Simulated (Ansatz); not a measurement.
**Pd: stiffness from a series of strains**

```
CELL_PARAMETERS angstrom
0.00000 1.94490 1.94490
1.94490 0.00000 1.94490
1.94490 1.94490 0.00000
ATOMIC_POSITIONS crystal
Pd 0.00000 0.00000 0.00000
```

The geometry is COD entry 9008478, unchecked; take it as a test cell.

Spin polarisation is left out, and whether a magnetic state lies lower isn't shown here.

Method: DFT, PBE, all-electron LAPW, scalar-relativistic (Ansatz 0.2.0).

Sampling and basis: a Γ-centred 18×18×18 k mesh, Fermi–Dirac smearing of 0.05 eV, basis error target 0.25 meV/atom, no spin polarisation.

The strain is applied along the Cartesian axes of the cell as listed (γ is the engineering shear, twice εxy = εyz = εzx). Fractional coordinates are held (clamped ions).

σ is the change of stress from the unstrained cell, which is at 7.51 GPa; tension is positive, so slopes are stress–strain coefficients at that pressure. In a metal the k mesh adds noise.

Only quantities that a quadratic follows smoothly over the whole series are listed; rougher ones are left out.

```
      γ  σxy (GPa)
-0.0300      -2.37
-0.0200      -1.57
 0.0000       0.00
 0.0100       0.79
 0.0200       1.60
 0.0300       2.46
```

**Question.** Fit the series and read off the stiffness at zero strain.

**Answer.** Least-squares fits y = p0 + p1 x + p2 x² to the rows give σxy (GPa): p1 = 80.1, p2 = 58. So C44 (clamped ions) = 80 GPa.

**Question.** One run, at γ = -0.0100, is withheld. Predict its row.

**Answer.** The fits give -0.80; the run gave -0.78.
